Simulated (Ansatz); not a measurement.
The crystal is AlP (F-43m).

```xyz
2
Lattice="0.0000 2.7365 2.7365 2.7365 0.0000 2.7365 2.7365 2.7365 0.0000" Properties=species:S:1:pos:R:3 pbc="T T T"
Al    0.0000    0.0000    0.0000
P     4.1047    4.1047    4.1047
```

The cell and positions are those that the Materials Project relaxed with its own functionals (PBE, PBE+U or r2SCAN), kept fixed.

Gaps computed with Ansatz 0.2.0 without a self-energy: LDA 1.46 eV, PBE 1.60 eV, HSE06 2.29 eV, PBE0 2.99 eV and DDH-PBE0 2.26 eV.

**Question.** Estimate the G0W0@PBE gap with 6×6×6 mesh, 263 empty bands, screening to 200 eV, PAW set soft_1 files.

About 2.39 eV: on its mesh the run moves the gap from 1.59 eV by +0.79 eV. Among the scalar-relativistic levels given, HSE06 is nearest (−0.10 eV). Bands and cutoff are finite, so the gap is not at the basis limit. The miss can reach some tenths of an eV and take either sign; the mesh is an error of its own.

[Paths, hosts, dates, memory and timing lines, banners, echoed tables and standing remarks are left out of the program output.]

[Logs are printed without paths, hosts, clocks, repeated set-up lines and the standing remarks that a program may print on its own settings, such as how far it seeks lower states.]

[Runs of the session that timed out or met a known fault of the program may be left out.]

[Cells called generated may have been cut or substituted from an entry of the Crystallography Open Database or the Materials Project.]

[Hosts, paths, dates, database ids (printed as entryN), source tags and the programs' standing remarks are cut or masked in the printed files.]
